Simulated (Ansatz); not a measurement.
Input and command of a calculation in Ansatz (plane waves; scalar-relativistic PAW potentials unless the input names others):

```yaml
crystal:
  lattice:
    - [5.9342629277, 0.0, 0.0]
    - [0.0, 2.9671314639, -2.9671314639]
    - [0.0, 9.198107538, 8.6046812452]
  atoms:
    - { symbol: Pb, position: [0.0, -0.0249983333, 0.2499833333] }
    - { symbol: Pb, position: [0.5, 0.458335, 0.41665] }
    - { symbol: Pb, position: [0.0, -0.0583316667, 0.5833166667] }
    - { symbol: Pb, position: [0.5, 0.4250016667, 0.7499833333] }
    - { symbol: Pb, position: [0.0, -0.091665, 0.91665] }
    - { symbol: Pb, position: [0.5, 0.4916683333, 0.0833166667] }
    - { symbol: S, position: [0.5, -0.0249983333, 0.2499833333] }
    - { symbol: S, position: [0.0, 0.458335, 0.41665] }
    - { symbol: S, position: [0.5, -0.0583316667, 0.5833166667] }
    - { symbol: S, position: [0.0, 0.4250016667, 0.7499833333] }
    - { symbol: S, position: [0.5, -0.091665, 0.91665] }
    - { symbol: S, position: [0.0, 0.4916683333, 0.0833166667] }
basis:
  ecutwfc: "14.7 Ry"
kpoints:
  mp_grid: { grid: [6, 8, 3] }
hamiltonian:
  xc: pbe
  dispersion: d3bj
scf:
  occupations: { method: gaussian, width: 0.03 }
  mixing: { algorithm: broyden, beta: 0.3 }
output:
  forces: true
  eigenvalues: true
  stress: true
```

```bash
ansatz run input.yaml --threads 2 --pin off --max-ram 5120MiB --backend cpu --events-out ev --progress --plain --runs-dir out
```

Abridged log:
```
Warning: basis.ecutwfc = 200.00368890 eV is below the records' recommended 420 eV, and the density's cutoff is lower with it unless basis.ecutrho_ratio is high enough to keep the records' density cutoff: compare with a run at a higher cutoff
Basis set: ecut = 200.00368890 eV, 2003 PW (Γ), exchange–correlation on 60×40×120 points (8 copies of the dense FFT grid, shifted against one another)
Bands: 72, of which v1, the nominal top of the filled ones, is band 60 counted from 1 (59 counted from 0)
Symmetry: 4 space group operations
k-points: 52 of 144
SCF iter   1: F=—  HF=-76830.071159 eV  |F-HF|=—  |Δ(HF+E_count)|=         —  Δρ=5.22e-2  dr2=4.44e0  ethr=1.77e-3  ⟨swp⟩=7.7  Hψ=15267  notcnv=0  defer=17
SCF iter   2: F=—  HF=-76828.942410 eV  |F-HF|=—  |Δ(HF+E_count)|=    1.13e0  Δρ=3.47e-2  dr2=1.80e0  ethr=1.77e-3  ⟨swp⟩=3.0  Hψ=7685  notcnv=0  defer=320  κ⁻¹=1.0e0(r=1)
SCF iter   3: F=—  HF=-76828.241702 eV  |F-HF|=—  |Δ(HF+E_count)|=   7.01e-1  Δρ=5.31e-3  dr2=3.26e-2  ethr=1.50e-3  ⟨swp⟩=2.1  Hψ=6813  notcnv=0  defer=176  κ⁻¹=1.1e-3(r=2)
automatic band count: iteration 3 solves 69 bands in place of 72: the levels show a gap, and the empty bands left out lie too high to hold charge; the band table lists the bands solved (type scf.n_extra_bands for more)
SCF iter   4: F=—  HF=-76828.244043 eV  |F-HF|=—  |Δ(HF+E_count)|=   2.34e-3  Δρ=1.27e-3  dr2=3.81e-3  ethr=2.72e-5  ⟨swp⟩=2.0  Hψ=5675  notcnv=0  defer=189  κ⁻¹=3.4e-5(r=3)
SCF iter   5: F=—  HF=-76828.244763 eV  |F-HF|=—  |Δ(HF+E_count)|=   7.21e-4  Δρ=6.25e-4  dr2=6.30e-4  ethr=3.18e-6  ⟨swp⟩=2.0  Hψ=6519  notcnv=0  defer=189  κ⁻¹=1.3e-5(r=4)
SCF iter   6: F=—  HF=-76828.244527 eV  |F-HF|=—  |Δ(HF+E_count)|=   2.37e-4  Δρ=1.96e-4  dr2=8.65e-5  ethr=5.25e-7  ⟨swp⟩=2.0  Hψ=6519  notcnv=0  defer=189  κ⁻¹=3.3e-6(r=5)
SCF iter   7: F=—  HF=-76828.244494 eV  |F-HF|=—  |Δ(HF+E_count)|=   3.26e-5  Δρ=9.22e-5  dr2=1.84e-5  ethr=7.21e-8  ⟨swp⟩=2.0  Hψ=6290  notcnv=0  defer=189  κ⁻¹=1.7e-7(r=6)
SCF iter   8: F=—  HF=-76828.244491 eV  |F-HF|=—  |Δ(HF+E_count)|=   3.71e-6  Δρ=1.27e-5  dr2=4.24e-7  ethr=1.53e-8  ⟨swp⟩=2.0  Hψ=6519  notcnv=0  defer=189  κ⁻¹=8.3e-10(r=7)
SCF iter   9: F=—  HF=-76828.244492 eV  |F-HF|=—  |Δ(HF+E_count)|=   1.08e-6  Δρ=9.74e-6  dr2=3.35e-7  ethr=8.33e-11  ⟨swp⟩=11.2  Hψ=15588  notcnv=0  κ⁻¹=1.6e-10(r=8)
SCF iter  10: F=-76828.244491 eV  HF=-76828.244491 eV  |F-HF|=3.35e-10  |Δ(HF+E_count)|=   7.24e-7  Δρ=1.78e-6  dr2=1.10e-8  ethr=8.33e-11  ⟨swp⟩=2.9  Hψ=12489  notcnv=0
SCF 1 converged in 10 iterations: F = -76828.244491 eV  dr2 = 1.10e-8
SCF converged after 10 iterations
Stability not checked: this state was not tested for a lower state beside it, because the mixer in use, unlike msr1, does not test its closes by its own steps (another_mixer; see scf.mixing.algorithm and scf.lower_state_search)
Free energy (F): -76828.244491 eV
Harris-Foulkes:  -76828.244491 eV  (|F-HF|=3.35e-10)
Internal energy: -76828.244491 eV  (E = F + TS)
E sigma→0 (E₀):  -76828.244491 eV
Fermi energy:    8.675518 eV
  E_disp       = -4.160535  (pairwise vdW)
--- Forces (eV/Å), atoms counted from 1 ---
  atom   1  Pb     0.00000000     0.03959058     0.08331551
  atom   2  Pb     0.00000000     0.02196377    -0.02866661
  atom   3  Pb     0.00000000    -0.02196377     0.02866661
  atom   4  Pb     0.00000000    -0.03959058    -0.08331551
  atom   5  Pb     0.00000000     0.02216456    -0.61905908
  atom   6  Pb     0.00000000    -0.02216456     0.61905908
  atom   7  S      0.00000000    -0.18037646     0.24266431
  atom   8  S      0.00000000    -0.00040889    -0.02771300
  atom   9  S      0.00000000     0.00040889     0.02771300
  atom  10  S      0.00000000     0.18037646    -0.24266431
  atom  11  S      0.00000000     0.22783451    -0.74112702
  atom  12  S      0.00000000    -0.22783451     0.74112702
--- Stress (GPa, compression-positive) ---
        1.112266       0.000000       0.000000
        0.000000      -0.531290       0.266211
        0.000000       0.266211       4.389013
  P = ⅓ Tr σ = 1.6567 GPa (16.567 kbar)
```

Apart from outputs and empty bands, the input differs from a reference run on usual settings in scf.mixing.algorithm: not typed → "broyden"; scf.mixing.beta: not typed → 0.3; basis.ecutwfc: 420 → "14.7 Ry". The reference, at the same geometry (not necessarily relaxed), gave pressure 0.63 GPa, largest force 0.732 eV/Å, gap on the mesh 0.36 eV. This run converged in 10 SCF iterations (reference: 7) with an energy at zero smearing 2.8 eV/atom above the reference's, pressure 1.66 GPa, largest force 0.775 eV/Å, gap on the mesh 0.58 eV. Its cutoff is looser than usual, and the result moved.

The run took 12 s on 2 threads of Intel(R) Xeon(R) CPU @ 2.80GHz (Skylake/Cascade Lake), with other jobs on the host, peak memory 0.63 GiB.